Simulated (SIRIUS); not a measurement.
# SnSe (Fm-3m) in SIRIUS: a series of runs

The runs below take SnSe through single point, with LDA, PBEsol.

Program: SIRIUS 7.12.0. These are calculated values, not measurements. Logs are shortened: lines on timing, memory, paths and dates and some standing lists are left out, and cuts for length are marked. The log counts tension as positive stress, the text compression.

### Step 1. The crystal as given

Symmetry: Fm-3m, No. 225, cubic system. The conventional cell has a = 6.020 Å, b = 6.020 Å, c = 6.020 Å, α = 90.00°, β = 90.00°, γ = 90.00°. Sn (site symmetry m-3m) is surrounded by 6 Se at 3.01 Å. Se (site symmetry m-3m) has 6 Sn at 3.01 Å as nearest neighbours.

Measurements of this composition are mostly on another form, of space group No. 62.

### Step 2. Single point, LDA

The input, sirius.json:

```json
{
  "control": {
    "processing_unit": "cpu",
    "verbosity": 2,
    "num_bands_to_print": 23,
    "print_forces": true,
    "print_stress": true
  },
  "parameters": {
    "electronic_structure_method": "pseudopotential",
    "xc_functionals": ["XC_LDA_X", "XC_LDA_C_PW"],
    "gk_cutoff": 9.3,
    "pw_cutoff": 18.6,
    "ngridk": [7, 7, 7],
    "shiftk": [0, 0, 0],
    "smearing": "fermi_dirac",
    "smearing_width": 0.0018374661,
    "num_bands": 23,
    "num_mag_dims": 0,
    "num_dft_iter": 100,
    "energy_tol": 1e-08,
    "density_tol": 1e-06
  },
  "iterative_solver": {
    "type": "davidson",
    "min_tolerance": 1e-10
  },
  "mixer": {
    "type": "anderson",
    "beta": 0.7,
    "max_history": 8
  },
  "settings": {
    "tol_ne": 1e-10,
    "pseudo_grid_cutoff": 6.5
  },
  "unit_cell": {
    "lattice_vectors": [
      [0.0, 5.688075635124, 5.688075635124],
      [5.688075635124, 0.0, 5.688075635124],
      [5.688075635124, 5.688075635124, 0.0]
    ],
    "atom_coordinate_units": "lattice",
    "atom_types": ["Sn", "Se"],
    "atom_files": {
      "Se": "Se.json",
      "Sn": "Sn.json"
    },
    "atoms": {
      "Sn": [
        [0.0, 0.0, 0.0]
      ],
      "Se": [
        [0.5, 0.5, 0.5]
      ]
    }
  }
}
```

Potentials or basis: PseudoDojo 0.4.1 PBE standard (scalar relativistic).

On the command line:

```console
$ upf_to_json Se.upf
$ upf_to_json Sn.upf
$ OMP_NUM_THREADS=1 sirius.scf --input=sirius.json --output=out.json --task=0
```

What it wrote:

```text
[info] SIRIUS version : 7.12.0
[info] number of MPI ranks           : 1
[info] MPI grid                      : 1 1
[info] maximum number of OMP threads : 1
[fft] FFT context for density and potential
[fft] =====================================
[fft]   comm size                             : 1
[fft]   plane wave cutoff                     : 18.6
[fft]   grid size                             : 50 50 50   total : 125000
[fft]   grid limits                           : -24 25   -24 25   -24 25
[fft]   number of G-vectors within the cutoff : 19979
[fft]   local number of G-vectors             : 19979
[fft]   number of G-shells                    : 1061
[fft] FFT context for coarse grid
[fft] =====================================
[fft]   comm size                             : 1
[fft]   plane wave cutoff                     : 18.6
[fft]   grid size                             : 50 50 50   total : 125000
[fft]   grid limits                           : -24 25   -24 25   -24 25
[fft]   number of G-vectors within the cutoff : 19979
[fft]   local number of G-vectors             : 19979
[fft]   number of G-shells                    : 1061
[unit cell] lattice vectors
[unit cell]   a1 :       0.0000000000      5.6880756351      5.6880756351
[unit cell]   a2 :       5.6880756351      0.0000000000      5.6880756351
[unit cell]   a3 :       5.6880756351      5.6880756351      0.0000000000
[unit cell] reciprocal lattice vectors
[unit cell]   b1 :      -0.5523120393      0.5523120393      0.5523120393
[unit cell]   b2 :       0.5523120393     -0.5523120393      0.5523120393
[unit cell]   b3 :       0.5523120393      0.5523120393     -0.5523120393
[unit cell] unit cell volume :       368.06632383 [a.u.^3]
[unit cell] 1/sqrt(omega)    :         0.05212391
[unit cell] MT volume        :         0.00000000 ( 0.00%)
[unit cell] IT volume        :       368.06632383 (100.00%)
[unit cell] number of atom types : 2
[unit cell] type id : 0 symbol : Sn mt_radius :  16.270000 num_atoms : 1
[unit cell] type id : 1 symbol : Se mt_radius :  12.130000 num_atoms : 1
[unit cell] total number of atoms : 2
[unit cell] number of symmetry classes : 2
[unit cell] number of PAW atoms : 0
[unit cell] atom id  type id  class id             position                      vector_field
[unit cell] ------------------------------------------------------------------------------------------
[unit cell]      0        0        0      0.00000   0.00000   0.00000      0.00000   0.00000   0.00000
[unit cell]      1        1        1      0.50000   0.50000   0.50000      0.00000   0.00000   0.00000
[unit cell] atom id         position (Cartesian, a.u.)
[unit cell] ---------------------------------------------
[unit cell]      0       0.000000    0.000000    0.000000
[unit cell]      1       5.688076    5.688076    5.688076
[unit cell] class id : 0 atom id : 0
[unit cell] class id : 1 atom id : 1
[unit cell] minimum bond length:     5.688076
[unit cell] total number of pseudo wave-functions: 18
[sym] space group number   : 225
[sym] international symbol : Fm-3m
[sym] Hall symbol          : -F 4 2 3
[sym] space group transformation matrix :
[sym]   0.0000  0.5000  0.5000
[sym]   0.5000  0.0000  0.5000
[sym]   0.5000  0.5000  0.0000
[sym] space group origin shift :
[sym]   0.0000  0.0000  0.0000
[sym] number of space group operations  : 48
[sym] number of magnetic group operations : 48
[sym] metric tensor error: 0.0000e+00
[sym] rotation matrix error: 0.0000e+00
[sym] symmetry operations
[... list of symmetry operations ...]
[atom type] label          : Sn
[atom type] --------------------------------------------------------------------------------
[atom type] symbol         : Sn
[atom type] name           :
[atom type] zn             : 14
[atom type] mass           : 0
[... 195 lines left out ...]
[find] Efermi                         :       0.34263304
[find] iteration : 2, RMS (target) : 9.7072e-03 (1.0000e-06) , energy difference (target) : -6.7272e-03 (1.0000e-08)
[find] | SCF iteration   3 out of 100|
[diagonalize] iterative solver tolerance (occupied, empty): 0.000970719 0.000970719
[diagonalize] average number of iterations: 1.6
[find] Total energy                   :    -199.47015843 (Ha),    -398.94031686 (Ry)
[find] Free energy (E-TS)             :    -199.47016042 (Ha),    -398.94032084 (Ry)
[find] band gap (eV)                  :       0.77969368
[find] Efermi                         :       0.34324186
[find] iteration : 3, RMS (target) : 2.0950e-03 (1.0000e-06) , energy difference (target) : -1.5281e-04 (1.0000e-08)
[find] | SCF iteration   4 out of 100|
[diagonalize] iterative solver tolerance (occupied, empty): 0.000209497 0.000209497
[diagonalize] average number of iterations: 4.35
[find] Total energy                   :    -199.47016754 (Ha),    -398.94033509 (Ry)
[... 37 lines left out ...]
[diagonalize] iterative solver tolerance (occupied, empty): 1.9362e-06 1.9362e-06
[diagonalize] average number of iterations: 3.15
[find] Total energy                   :    -199.47016987 (Ha),    -398.94033973 (Ry)
[find] Free energy (E-TS)             :    -199.47017191 (Ha),    -398.94034382 (Ry)
[find] band gap (eV)                  :       0.77636531
[find] Efermi                         :       0.34335949
[find] iteration : 9, RMS (target) : 9.3431e-06 (1.0000e-06) , energy difference (target) : -1.6332e-09 (1.0000e-08)
[find] | SCF iteration  10 out of 100|
[diagonalize] iterative solver tolerance (occupied, empty): 9.34313e-07 9.34313e-07
[diagonalize] average number of iterations: 2.55
[find] Total energy                   :    -199.47016987 (Ha),    -398.94033973 (Ry)
[find] Free energy (E-TS)             :    -199.47017191 (Ha),    -398.94034383 (Ry)
[find] band gap (eV)                  :       0.77634295
[find] Efermi                         :       0.34335991
[find] iteration : 10, RMS (target) : 2.9661e-06 (1.0000e-06) , energy difference (target) : -1.5979e-10 (1.0000e-08)
[find] bands are converged : true
[find] iterative solver converged : false
[find] +------------------------------+
[find] | SCF iteration  11 out of 100|
[find] +------------------------------+
[diagonalize] iterative solver tolerance (occupied, empty): 2.96606e-07 2.96606e-07
[diagonalize] average number of iterations: 3.85
[diagonalize] Lowest band energies
[diagonalize] ik:    0   -1.394959   -1.394959   -1.394893   -1.394893   -1.394893   -0.452480   -0.452480   -0.452470   -0.452470   -0.452470   -0.176674    0.141951    0.255532    0.255532    0.255532    0.490515    0.490515    0.490515    0.553457    0.553457    0.553458    0.637896    0.640166
[diagonalize] ik:    1   -1.394959   -1.394959   -1.394892   -1.394892   -1.394892   -0.452536   -0.452536   -0.452452   -0.452380   -0.452380   -0.171539    0.117149    0.256518    0.256518    0.274521    0.452003    0.458950    0.458950    0.551354    0.570839    0.570840    0.686511    0.686513
[diagonalize] ik:    2   -1.394958   -1.394958   -1.394891   -1.394890   -1.394890   -0.452666   -0.452666   -0.452413   -0.452173   -0.452173   -0.158313    0.073386    0.259827    0.259827    0.303442    0.399090    0.412928    0.412928    0.569241    0.616450    0.616450    0.766909    0.780678
[diagonalize] ik:    3   -1.394958   -1.394958   -1.394891   -1.394889   -1.394889   -0.452771   -0.452771   -0.452384   -0.452007   -0.452007   -0.145176    0.041654    0.264024    0.264024    0.326028    0.361116    0.384008    0.384008    0.618635    0.685903    0.685903    0.728439    0.781437
[diagonalize] ik:    4   -1.394959   -1.394958   -1.394893   -1.394891   -1.394891   -0.452628   -0.452517   -0.452426   -0.452348   -0.452348   -0.169824    0.115693    0.243645    0.243645    0.297107    0.404789    0.487343    0.487344    0.514594    0.600749    0.600750    0.650032    0.669941
[diagonalize] ...
[diagonalize] ik:   15   -1.394960   -1.394956   -1.394893   -1.394887   -1.394887   -0.453470   -0.452633   -0.452264   -0.451864   -0.451833   -0.132718    0.093439    0.139723    0.208195    0.219097    0.459790    0.501909    0.514006    0.542058    0.741928    0.751440    0.760431    0.786121
[diagonalize] ik:   16   -1.394959   -1.394958   -1.394892   -1.394889   -1.394889   -0.452952   -0.452493   -0.452482   -0.452077   -0.452051   -0.148300    0.072240    0.204712    0.236813    0.284428    0.401791    0.440419    0.479858    0.540688    0.671241    0.698068    0.718215    0.742720
[diagonalize] ik:   17   -1.394959   -1.394957   -1.394891   -1.394889   -1.394888   -0.453036   -0.452559   -0.452332   -0.452120   -0.451941   -0.138083    0.058790    0.190542    0.211489    0.300486    0.379630    0.458920    0.488390    0.574488    0.642214    0.715383    0.762548    0.792647
[diagonalize] ik:   18   -1.394960   -1.394957   -1.394892   -1.394888   -1.394887   -0.453324   -0.452543   -0.452353   -0.451984   -0.451838   -0.134474    0.080427    0.161541    0.187723    0.258373    0.441601    0.476046    0.519756    0.545843    0.682523    0.744275    0.791081    0.805960
[diagonalize] ik:   19   -1.394959   -1.394957   -1.394891   -1.394889   -1.394887   -0.453209   -0.452461   -0.452334   -0.452165   -0.451841   -0.132875    0.072536    0.158430    0.185373    0.293076    0.396851    0.491456    0.516065    0.571656    0.624279    0.762675    0.768411    0.804482
[find] Charges and magnetic moments
[find] --------------------------------------------------------------------------------
[find] total charge          : 30.000000
[find] Energy
[find] --------------------------------------------------------------------------------
[find] valence_eval_sum               :     -17.19106842
[find] <rho|V^{XC}>                   :     -29.41465621
[find] <rho|E^{XC}>                   :     -45.56471489
[find] <mag|B^{XC}>                   :       0.00000000
[find] <rho|V^{H}>                    :     107.17686143
[find] one-electron contribution      :     -94.95327364 (Ha),    -189.90654728 (Ry)
[find] hartree contribution           :      53.58843072
[find] xc contribution                :     -45.56471489
[find] ewald contribution             :    -112.54060926
[find] PAW contribution               :       0.00000000
[find] smearing (-TS)                 :      -0.00000205
[find] SCF correction                 :      -0.00000279
[find] Total energy                   :    -199.47016987 (Ha),    -398.94033973 (Ry)
[find] Free energy (E-TS)             :    -199.47017191 (Ha),    -398.94034383 (Ry)
[find] band gap (eV)                  :       0.77634671
[find] Efermi                         :       0.34335982
[find] iteration : 11, RMS (target) : 8.6735e-07 (1.0000e-06) , energy difference (target) : -1.6303e-10 (1.0000e-08)
[find] bands are converged : false
[find] iterative solver converged : false
[find] converged after 12 SCF iterations!
[find] Charges and magnetic moments
[find] --------------------------------------------------------------------------------
[find] total charge          : 30.000000
[find] Energy
[find] --------------------------------------------------------------------------------
[find] valence_eval_sum               :     -17.19106842
[find] <rho|V^{XC}>                   :     -29.41465621
[find] <rho|E^{XC}>                   :     -45.56471489
[find] <mag|B^{XC}>                   :       0.00000000
[find] <rho|V^{H}>                    :     107.17686143
[find] one-electron contribution      :     -94.95327364 (Ha),    -189.90654728 (Ry)
[find] hartree contribution           :      53.58843072
[find] xc contribution                :     -45.56471489
[find] ewald contribution             :    -112.54060926
[find] PAW contribution               :       0.00000000
[find] smearing (-TS)                 :      -0.00000205
[find] SCF correction                 :      -0.00000279
[find] Total energy                   :    -199.47016987 (Ha),    -398.94033973 (Ry)
[find] Free energy (E-TS)             :    -199.47017191 (Ha),    -398.94034383 (Ry)
[find] band gap (eV)                  :       0.77634671
[find] Efermi                         :       0.34335982
[ground_state] === stress tensor components [kbar] ===
[ground_state] === stress_kin ===
[ground_state] -66395.259089    0.000000    0.000000
[ground_state]     0.000000-66395.259089   -0.000000
[ground_state]     0.000000   -0.000000-66395.259089
[ground_state] === stress_har ===
[ground_state] -14278.457946    0.000000    0.000000
[ground_state]     0.000000-14278.457946   -0.000000
[ground_state]     0.000000   -0.000000-14278.457946
[ground_state] === stress_ewald ===
[ground_state] 29986.068541    0.000000    0.000000
[ground_state]     0.00000029986.068541    0.000000
[ground_state]     0.000000    0.00000029986.068541
[ground_state] === stress_vloc ===
[ground_state]   492.999501   -0.000000    0.000000
[ground_state]    -0.000000  492.999501   -0.000000
[ground_state]     0.000000   -0.000000  492.999501
[ground_state] === stress_xc ===
[ground_state] -12909.387192    0.000000    0.000000
[ground_state]     0.000000-12909.387192    0.000000
[ground_state]     0.000000    0.000000-12909.387192
[ground_state] === stress_core ===
[ground_state] 20894.075072    0.000000    0.000000
[ground_state]     0.00000020894.075072    0.000000
[ground_state]     0.000000    0.00000020894.075072
[ground_state] === stress_nonloc ===
[ground_state] 42243.599546    0.000000   -0.000000
[ground_state]     0.00000042243.599546    0.000000
[ground_state]    -0.000000    0.00000042243.599546
[ground_state] === stress_us_nl ===
[ground_state] 42243.599546    0.000000   -0.000000
[ground_state]     0.00000042243.599546    0.000000
[ground_state]    -0.000000    0.00000042243.599546
[ground_state] === stress_total ===
[ground_state]    33.638433   -0.000000    0.000000
[ground_state]    -0.000000   33.638433   -0.000000
[ground_state]     0.000000   -0.000000   33.638433
[ground_state] ==== total Forces in Ha/bohr =====
[ground_state] atom:    0, force:       0.0000000      0.0000000      0.0000000
[... 14 lines left out ...]
[ground_state] atom:    0, force:       0.0000000      0.0000000      0.0000000
[ground_state] atom:    1, force:       0.0000000      0.0000000      0.0000000
[~DFT_ground_state] local op. applied: 12261
[~DFT_ground_state] evp. work count: 2222.2
[~DFT_ground_state] number of iterative solver steps: 653
```

It took 18 s on 1 thread of AMD EPYC 9R45 (Zen 5), shared host; peak memory 0.33 GiB.

What came out:

```yaml
Free_energy: -5427.8599 eV
Pressure: -3.4 GPa
```

Caveat: this odd mesh misses L, where the gap lies, so gap, dielectric constants and Born charges aren't listed; the potentials were made for another functional, which shifts forces and pressure.

### Step 3. Single point, PBEsol

Changes to sirius.json since step 2:

```diff
@@ -10,3 +10,3 @@
     "electronic_structure_method": "pseudopotential",
-    "xc_functionals": ["XC_LDA_X", "XC_LDA_C_PW"],
+    "xc_functionals": ["XC_GGA_X_PBE_SOL", "XC_GGA_C_PBE_SOL"],
     "gk_cutoff": 9.3,
```

Potentials or basis: PseudoDojo 0.4.1 PBE standard (scalar relativistic).

On the command line:

```console
$ upf_to_json Se.upf
$ upf_to_json Sn.upf
$ OMP_NUM_THREADS=1 sirius.scf --input=sirius.json --output=out.json --task=0
```

What it wrote:

```text
[info] SIRIUS version : 7.12.0
[info] number of MPI ranks           : 1
[info] MPI grid                      : 1 1
[info] maximum number of OMP threads : 1
[fft] FFT context for density and potential
[fft] =====================================
[fft]   comm size                             : 1
[fft]   plane wave cutoff                     : 18.6
[fft]   grid size                             : 50 50 50   total : 125000
[fft]   grid limits                           : -24 25   -24 25   -24 25
[fft]   number of G-vectors within the cutoff : 19979
[fft]   local number of G-vectors             : 19979
[fft]   number of G-shells                    : 1061
[fft] FFT context for coarse grid
[fft] =====================================
[fft]   comm size                             : 1
[fft]   plane wave cutoff                     : 18.6
[fft]   grid size                             : 50 50 50   total : 125000
[... 392 lines left out ...]
[ground_state]    -0.000000    0.000000-66643.179773
[ground_state] === stress_har ===
[ground_state] -14284.529554   -0.000000    0.000000
[ground_state]    -0.000000-14284.529554   -0.000000
[ground_state]     0.000000   -0.000000-14284.529554
[ground_state] === stress_ewald ===
[ground_state] 29986.068541    0.000000    0.000000
[ground_state]     0.00000029986.068541    0.000000
[ground_state]     0.000000    0.00000029986.068541
[ground_state] === stress_vloc ===
[ground_state]   389.643375    0.000000    0.000000
[ground_state]     0.000000  389.643375   -0.000000
[ground_state]     0.000000   -0.000000  389.643375
[ground_state] === stress_xc ===
[ground_state] -12881.479778    0.000000    0.000000
[ground_state]     0.000000-12881.479778    0.000000
[ground_state]     0.000000    0.000000-12881.479778
[ground_state] === stress_core ===
[ground_state] 21032.414382    0.000000    0.000000
[ground_state]     0.00000021032.414382    0.000000
[ground_state]     0.000000    0.00000021032.414382
[ground_state] === stress_nonloc ===
[ground_state] 42419.736127    0.000000   -0.000000
[ground_state]     0.00000042419.736127    0.000000
[ground_state]    -0.000000    0.00000042419.736127
[ground_state] === stress_us_nl ===
[ground_state] 42419.736127    0.000000   -0.000000
[ground_state]     0.00000042419.736127    0.000000
[ground_state]    -0.000000    0.00000042419.736127
[ground_state] === stress_total ===
[ground_state]    18.673320   -0.000000   -0.000000
[ground_state]    -0.000000   18.673320    0.000000
[ground_state]    -0.000000    0.000000   18.673320
[ground_state] ==== total Forces in Ha/bohr =====
[ground_state] atom:    0, force:       0.0000000      0.0000000      0.0000000
[... 14 lines left out ...]
[ground_state] atom:    0, force:       0.0000000      0.0000000      0.0000000
[ground_state] atom:    1, force:       0.0000000      0.0000000      0.0000000
[~DFT_ground_state] local op. applied: 12727
[~DFT_ground_state] evp. work count: 2207.57
[~DFT_ground_state] number of iterative solver steps: 700
```

Wall time 19 s (1 thread of AMD EPYC 9R45 (Zen 5), shared host); peak memory 0.34 GiB.

Results:

| Property | Result |
| --- | --- |
| Free energy | -5432.4785 eV |
| Pressure | -1.9 GPa |

Caveat: this odd mesh misses L, where the gap lies, so gap, dielectric constants and Born charges aren't listed; the potentials were made for another functional, which shifts forces and pressure.
